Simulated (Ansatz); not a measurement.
BaTiO3:

```
CELL_PARAMETERS angstrom
4.00730 0.00000 0.00000
0.00000 4.00730 0.00000
0.00000 0.00000 8.01460
ATOMIC_POSITIONS crystal
Ba 0.57741 0.59500 0.23992
Ba 0.51332 0.45608 0.76365
Ti 0.03541 0.99821 0.01324
Ti 0.94999 0.97117 0.51853
O 0.56907 0.92563 0.97977
O 0.42933 0.96655 0.50053
O 0.96890 0.59557 0.98415
O 0.95413 0.46286 0.52367
O 0.96185 0.01025 0.22399
O 0.04058 0.01868 0.75255
```

- Program: Ansatz 0.2.0
- Task: relaxation of cell and atoms
- Functional: RPBE
- Dispersion: D3(BJ)
- Potentials or basis: Ansatz PAW
- Cutoff: 420 eV (not typed: the program's choice for these potentials)
- k mesh: 7 × 7 × 4
- Occupations: fermi-dirac, width 0.05 eV
- Spin: no spin polarisation

At the start: volume 12.87 Å³/atom.

How do energy, volume and symmetry change on relaxing?

It ends after 9 steps and the volume is 11.50 Å³/atom (-10.6 %); space group Pm-3m (No. 221, to 0.05 Å).

Step by step:
```
step  energy change (eV)  largest force (eV/Å)  volume (Å³)
   1              0.0000                8.1190       128.70
   2             -3.4260                4.6151       124.22
   3             -5.1812                2.2595       118.56
   4             -5.6777                0.0363       115.65
   5             -5.6817                0.0021       115.18
   6             -5.6820                0.0009       115.21
   7             -5.6588                0.0009       115.21
   8             -5.6598                0.0008       115.00
   9             -5.6593                0.0008       115.00
```

Final structure:
```xyz
10
Lattice="3.8597 0.0000 0.0000 0.0000 3.8597 0.0000 0.0000 0.0000 7.7194" Properties=species:S:1:pos:R:3 pbc="T T T"
Ba    1.9298    1.9298    1.9299
Ba    1.9299    1.9299    5.7896
Ti    0.0000    3.8597    0.0000
Ti    3.8598    3.8598    3.8597
O     1.9299    3.8597    7.7194
O     1.9299    3.8596    3.8597
O     3.8598    1.9299    7.7194
O     3.8598    1.9298    3.8597
O     3.8597    0.0001    1.9299
O     0.0000    0.0001    5.7895
```

Caveat: the plane-wave basis is chosen anew once the cell has moved, so the energies of steps on either side of that aren't comparable; the pressure holds a Pulay correction of +0.5 GPa for the finite cutoff; the volume moved by -11 % from the deposited cell, more than functionals usually miss; the PAW data sets come from PBE, with cores solved anew for the run's functional, which leaves a small shift of forces and pressure.
